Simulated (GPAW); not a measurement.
Runs of GPAW 26.7.0 on Co. Symmetry: P6_3/mmc, No. 194, hexagonal system. Conventional cell: a = 2.437 Å, b = 2.437 Å, c = 7.979 Å, α = 90.00°, β = 90.00°, γ = 120.00°. Co (site symmetry -6m2) is surrounded by 12 Co at 2.44 Å. Co (site symmetry -3m) has 12 Co at 2.44 Å as nearest neighbours. 

| task | level | cell | k mesh | cutoff (eV) | lines | response ecut | maxiter | response k mesh | response bands | mesh quality | gap on the mesh (eV) | pressure (GPa) | moment (μB) |
| --- | --- | --- | --- | --- | --- | --- | --- | --- | --- | --- | --- | --- | --- |
| magnons | LDA | P6_3/mmc, 10.26 Å³/atom | 10 × 10 × 3 | 500 | 2 | 150 eV | 150 | 6 × 6 × 4 | 50 | coarse | none | - | (b) |
| magnons | LDA | P6_3/mmc, 10.47 Å³/atom | 10 × 10 × 3 | 500 | 2 | 150 eV | 150 | 6 × 6 × 4 | 50 | coarse | none | - | 6.50 |
| band structure | RPBE | P6_3/mmc, 10.69 Å³/atom | 8 × 8 × 2 | 600 | - | - | 150 | - | - | coarse | - | 10.0 | (a) |
| single point | LDA | P6_3/mmc, 10.69 Å³/atom | 10 × 10 × 3 | 500 | - | - | 120 | - | - | not flagged | none | -19.5 | 6.57 |
| magnons | LDA | P6_3/mmc, 10.69 Å³/atom | 10 × 10 × 3 | 500 | 2 | 150 eV | 150 | 6 × 6 × 4 | 50 | coarse | none | - | 6.57 |

Alike in all rows: potentials or basis the program's PAW data sets (release 1.2.1) made for this functional, pw; spin collinear, ferromagnetic start; smearing fermi-dirac 0.05 eV.

Task: Estimate the missing entries.

Result: (a) 6.46; (b) 6.40.

Caveats: some runs use coarse meshes; the number of bands moves the energies at small q by some ten meV (some runs); the exchange constants hang on this mesh and on the site radius (some runs); magnon energies are noisy on this mesh (some runs); the cutoff is short for stress and forces, so pressures can be off by a GPa or more (some runs); so large a pressure means that the cell lies far from this level's equilibrium, or that cutoff or potentials fall short (some runs).

A gap of «none» marks a metal or a gap under the smearing width.

Runs at the PBE level aren't shown here.
